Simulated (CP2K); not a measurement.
Cu under changes of volume

One of the cells (11.810 Å³/atom); the others are scaled copies at fixed shape and fractional positions:

```
Cu
1.0
     2.55619    0.00000    0.00000
     1.27810    2.21373    0.00000
     1.27810    0.73791    2.08712
Cu
1
Direct
  0.00000 0.00000 0.00000
```

| Property | Result |
| --- | --- |
| Program | CP2K 2026.2 |
| Functional | PBEsol |
| Potentials or basis | POTENTIAL_UZH Cu GTH-PBE-q11; TZVP-MOLOPT-PBE-GTH basis |
| Density cutoff | 6123 eV |
| k mesh | 13 × 13 × 13 |
| Occupations | fermi-dirac, width 0.05 eV |
| Spin | no spin polarisation |

| volume (Å³/atom) | energy over the lowest point (meV/atom) | pressure (GPa) |
| --- | --- | --- |
| 11.102 | 7.69 | 5.7 |
| 11.338 | 0.13 | 1.9 |
| 11.574 | 0.00 | -1.7 |
| 11.810 | ? | ? |
| 12.047 | 13.99 | -7.6 |
| 12.283 | 27.04 | -10.1 |
| 12.519 | 43.49 | -12.2 |

Q: What does the run at 11.810 Å³/atom give?

A: Energy over the lowest point 4.81 meV/atom; pressure -4.8 GPa.

Worked out: A Birch-Murnaghan fit of order 3 (a polynomial in V^(-2/3)) to the other rows has its minimum at 11.48 Å³/atom with B0 = V·E''(V) = 193 GPa (rough, since the energies scatter). It gives 4.56 meV/atom at 11.810 Å³/atom, against the run's 4.81, and -dE/dV = -4.9 GPa, against -4.8.

Energies are extrapolated to zero smearing.

Caveats: the potentials were made for another functional, which shifts forces and pressure; the basis of atomic orbitals isn't converged, which shifts pressures, moduli and gaps.
